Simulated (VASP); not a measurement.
# CaB2 (P6/mmm) in VASP: equation of state

How stiff is CaB2 in PBE, and what volume does it want? The cell is scaled to several volumes.

Program: VASP 6.6.1. These are calculated values, not measurements. Logs are shortened: lines on timing, memory, paths and dates and some standing lists are left out, and cuts for length are marked.

### Step 1. The structure

The structure is hexagonal, space group P6/mmm (No. 191). The conventional cell has a = 3.226 Å, b = 3.226 Å, c = 4.067 Å, α = 90.00°, β = 90.00°, γ = 120.00°. Ca (site symmetry 6/mmm) has 12 B at 2.76 Å as nearest neighbours. B (site symmetry -6m2) has 3 B at 1.86 Å as nearest neighbours.

The cell comes from a database or a generator and needn't be the stable form of this composition.

### Step 2. Equation of state, PBE, 11.49 Å³/atom (volume scaled by 0.94)

File INCAR:

```
SYSTEM = CaB2
ALGO     = Normal         ! electronic algorithm
EDIFF    = 1E-7           ! SCF threshold, eV
ENCUT    = 520            ! plane-wave cutoff, eV
GGA      = PE             ! functional
ISIF     = 2              ! what is computed and relaxed
ISMEAR   = -1             ! smearing method
LASPH    = .True.         ! aspherical terms in the spheres
LCHARG   = .False.        ! write CHGCAR
LREAL    = .False.        ! projectors in reciprocal space
LWAVE    = .False.        ! write WAVECAR
NBANDS   = 15             ! bands
NELM     = 60             ! most SCF steps
PREC     = Accurate       ! precision mode
SIGMA    = 0.05           ! smearing width, eV
```

File KPOINTS:

```
k-points
0
Gamma
  9 9 7
  0 0 0
```

File POSCAR:

```
CaB2
1.0
    3.1605662872      0.0000000000      0.0000000000
   -1.5802831436      2.7371306951      0.0000000000
    0.0000000000      0.0000000000      3.9843607019
Ca B
1 2
Direct
    0.0000000000      0.0000000000      0.0000000000
    0.6666666667      0.3333333333      0.5000000000
    0.3333333333      0.6666666667      0.5000000000
```

Potentials or basis: VASP PAW PBE potentials, release 64 (Ca_sv, B).

On the command line:

```console
cat potpaw_PBE.64/Ca_sv/POTCAR potpaw_PBE.64/B/POTCAR > POTCAR
mpirun -np 1 vasp_std > vasp.out
```

OUTCAR:

```text
SYSTEM = CaB2
   EDIFF = 1E-7
   ENCUT = 520
   GGA = PE
   ISIF = 2
   ISMEAR = -1
   LASPH = .True.
   LREAL = .False.
   NELM = 60
   PREC = Accurate

 Found     48 irreducible k-points:

 Following reciprocal coordinates:
            Coordinates               Weight
  0.000000  0.000000  0.000000      1.000000
  0.111111  0.000000  0.000000      6.000000
  0.222222  0.000000  0.000000      6.000000
  0.333333 -0.000000  0.000000      6.000000
  0.444444  0.000000  0.000000      6.000000
  0.111111  0.111111  0.000000      6.000000
   k-points           NKPTS =     48   k-points in BZ     NKDIM =     48   number of bands    NBANDS=     15
   number of dos      NEDOS =    301   number of ions     NIONS =      3
   total plane-waves  NPLWV =  17280
   dimension x,y,z NGX =    24 NGY =   24 NGZ =   30
   dimension x,y,z NGXF=    48 NGYF=   48 NGZF=   60
   ions per type =               1   2
   NGX,Y,Z   is equivalent  to a cutoff of  12.62, 12.62, 12.52 a.u.
   NGXF,Y,Z  is equivalent  to a cutoff of  25.25, 25.25, 25.03 a.u.
 SYSTEM =  CaB2
   PREC   = accura    normal or accurate (medium, high low for compatibility)
   ISTART =      0    job   : 0-new  1-cont  2-samecut
   ICHARG =      2    charge: 1-file 2-atom 10-const
   ISPIN  =      1    spin polarized calculation?
   LNONCOLLINEAR =      F non collinear calculations
   LSORBIT =      F    spin-orbit coupling
   LASPH  =      T    aspherical Exc in radial PAW
   ENCUT  =  520.0 eV  38.22 Ry    6.18 a.u.   5.88  5.88  7.41*2*pi/ulx,y,z
   NELM   =     60;   NELMIN=  2; NELMDL= -5     # of ELM steps
   EDIFF  = 0.1E-06   stopping-criterion for ELM
   LREAL  =      F    real-space projection
   EDIFFG = 0.1E-05   stopping-criterion for IOM
   NSW    =      0    number of steps for IOM
   IBRION =     -1    ionic relax: 0-MD 1-quasi-New 2-CG
   NFREE  =      0    steps in history (QN), initial steepest desc. (CG)
   ISIF   =      2    stress and relaxation
   ISYM   =      2    0-nonsym 1-usesym 2-fastsym
   POTIM  = 0.5000    time-step for ionic-motion
   TEBEG  =    0.0;   TEEND  =   0.0 temperature during run
   PSTRESS=    0.0 pullay stress
   NELECT =      16.0000    total number of electrons
   NUPDOWN=      -1.0000    fix difference up-down
   EMIN   =  10.00;   EMAX   =-10.00  energy-range for DOS
   EFERMI =   0.00;   METHOD = LEGACY
   ISMEAR =    -1;   SIGMA  =   0.05  broadening in eV -4-tet -1-fermi 0-gaus
   EFERMI_NEDOS =   21; number of points for ismear=-14 and -15
   IALGO  =     38    algorithm
   IMIX   =      4    mixing-type and parameters
     AMIX     =   0.40;   BMIX     =  1.00
     AMIX_MAG =   1.60;   BMIX_MAG =  1.00
  volume/ion in A,a.u.               =      11.49        77.53
  Fermi-wavevector in a.u.,A,eV,Ry     =   1.267579  2.395377 21.861259  1.606757
  Thomas-Fermi vector in A             =   2.400720
   LORBIT       =      0    0 simple, 1 ext, 2 COOP (PROOUT), +10 PAW based schemes
   GGA     = PE    functional components
   LHFCALC =     F    Hartree Fock is set to
   AEXX    =    0.0000 exact exchange contribution
   IVDW    =     0    specifies the selected vdW correction
   LEPSILON=     F    determine dielectric tensor
   LRPA    =     F    only Hartree local field effects (RPA)
 non-spin polarized calculation
  energy-cutoff  :      520.00
  volume of cell :       34.47
 maximum number of plane-waves:       940
 NGX is ok and might be reduce to    24
   NGX = 11   NGY = 11   NGZ = 15

 number of electron      15.9999997 magnetization

 Free energy of the ion-electron system (eV)
  ---------------------------------------------------
  ext. energy  EPLUGINS =         0.00000000
  ---------------------------------------------------
  free energy    TOTEN  =       -15.68965322 eV

  energy without entropy =      -15.68106207  energy(sigma->0) =      -15.68535765

 E-fermi :   5.0126     XC(G=0): -11.0781

 val. band max:        4.9969705706   @ k =   0.3333   0.2222   0.4286
 cond. band min:       5.0912405019   @ k =   0.4444   0.0000   0.2857
 fundamental gap:      0.0942699313
 Fermi energy:         5.0125503312

 k-point     1 :       0.0000    0.0000    0.0000
  band No.  band energies     occupation
      1     -34.5027      2.00000
      2     -15.5261      2.00000
      3     -15.2370      2.00000
      4     -15.2370      2.00000
      5      -5.6141      2.00000
      6       3.2688      2.00000
      7       5.4143      0.00065
      8       5.4143      0.00065
      9       5.4990      0.00012
     10      10.6962      0.00000
     11      10.6962      0.00000
     12      11.5705      0.00000
     13      11.5705      0.00000
     14      12.3845      0.00000
     15      12.3845      0.00000

 k-point     2 :       0.1111    0.0000    0.0000
  band No.  band energies     occupation
      1     -34.4862      2.00000
      2     -15.5030      2.00000
      3     -15.3538      2.00000
      4     -15.2609      2.00000
      5      -5.3886      2.00000
      6       3.2675      2.00000
      7       4.5812      1.99964
      8       5.1934      0.05227
      9       5.7795      0.00000
     10      10.0539      0.00000
     11      10.6207      0.00000
     12      11.4294      0.00000
     13      11.5535      0.00000
     14      12.4385      0.00000
     15      13.3552      0.00000

 k-point     3 :       0.2222    0.0000    0.0000
  band No.  band energies     occupation
      1     -34.4439      2.00000
      2     -15.6381      2.00000
      3     -15.4439      2.00000
      4     -15.3208      2.00000
      5      -4.7433      2.00000
      6       2.8386      2.00000
      7       3.2922      2.00000
      8       4.6820      1.99731
      9       6.3278      0.00000
     10       9.3549      0.00000
     11      10.7224      0.00000
     12      11.0112      0.00000
     13      11.0986      0.00000
     14      12.3349      0.00000
     15      13.3706      0.00000

 k-point     4 :       0.3333   -0.0000    0.0000
  band No.  band energies     occupation
      1     -34.3954      2.00000
      2     -15.9442      2.00000
      3     -15.3878      2.00000
      4     -15.3759      2.00000
      5      -3.7411      2.00000
      6       0.9434      2.00000
      7       3.3809      2.00000
      8       4.1771      2.00000
      9       6.3262      0.00000
     10       9.3545      0.00000
     11       9.9923      0.00000
     12      10.7599      0.00000
     13      11.8688      0.00000
     14      12.1686      0.00000
     15      14.1207      0.00000

 k-point     5 :       0.4444    0.0000    0.0000
  band No.  band energies     occupation
      1     -34.3633      2.00000
      2     -16.1356      2.00000
      3     -15.4310      2.00000
      4     -15.3309      2.00000
      5      -2.4431      2.00000
      6      -0.8305      2.00000
      7       3.4888      2.00000
      8       3.8835      2.00000
      9       6.0424      0.00000
     10       8.4745      0.00000
     11      10.5562      0.00000
     12      11.4541      0.00000
     13      12.0861      0.00000
     14      12.6455      0.00000
     15      14.5035      0.00000

 k-point     6 :       0.1111    0.1111    0.0000
  band No.  band energies     occupation
      1     -34.4568      2.00000
      2     -15.5433      2.00000
      3     -15.4619      2.00000
      4     -15.3137      2.00000
      5      -4.9536      2.00000
      6       3.2848      2.00000
      7       3.4830      2.00000
      8       4.5519      1.99980
      9       6.3299      0.00000
     10       9.4414      0.00000
     11      10.5935      0.00000
     12      10.8006      0.00000
     13      11.8194      0.00000
     14      12.7927      0.00000
     15      13.1350      0.00000

 [... further k-points ...]

------------------------ aborting loop because EDIFF is reached ----------------------------------------

  FORCE on cell =-STRESS in cart. coord.  units (eV):
  Direction    XX          YY          ZZ          XY          YZ          ZX
  --------------------------------------------------------------------------------------
  -------------------------------------------------------------------------------------
  Total        1.7357248      1.7357248      1.8774760      0.0000000      0.0000000      0.0000000
  in kB       80.6812027     80.6812027     87.2701825      0.0000000      0.0000000      0.0000000
  external PRESSURE =      82.8775293 kB  Pullay stress =       0.0000000 kB

 VOLUME and BASIS-vectors are now :
 -----------------------------------------------------------------------------
  energy-cutoff  :      520.00
  volume of cell :       34.47
      direct lattice vectors                 reciprocal lattice vectors
     3.160566287  0.000000000  0.000000000     0.316398996  0.182673045  0.000000000
    -1.580283144  2.737130695  0.000000000     0.000000000  0.365346091  0.000000000
     0.000000000  0.000000000  3.984360702     0.000000000  0.000000000  0.250981293

 POSITION                                       TOTAL-FORCE (eV/Angst)
 -----------------------------------------------------------------------------------
      0.00000      0.00000      0.00000         0.000000     -0.000000      0.000000
      1.58028      0.91238      1.99218         0.000000      0.000000      0.000000
     -0.00000      1.82475      1.99218        -0.000000     -0.000000     -0.000000
 -----------------------------------------------------------------------------------
    total drift:                               -0.000000      0.000000      0.000000

  FREE ENERGIE OF THE ION-ELECTRON SYSTEM (eV)
  ---------------------------------------------------
  free  energy   TOTEN  =       -15.6896532220 eV

  energy  without entropy=      -15.6810620706  energy(sigma->0) =      -15.68535765
```

It took 15 s on 1 thread of Intel Xeon Platinum 8488C (Sapphire Rapids), shared host; peak memory 0.16 GiB.

Results:

* Free energy: -15.6897 eV
* Pressure: 8.3 GPa
* Band gap on the k mesh: none (metal or under the smearing width)

(Part 1 of 2 ends here.)
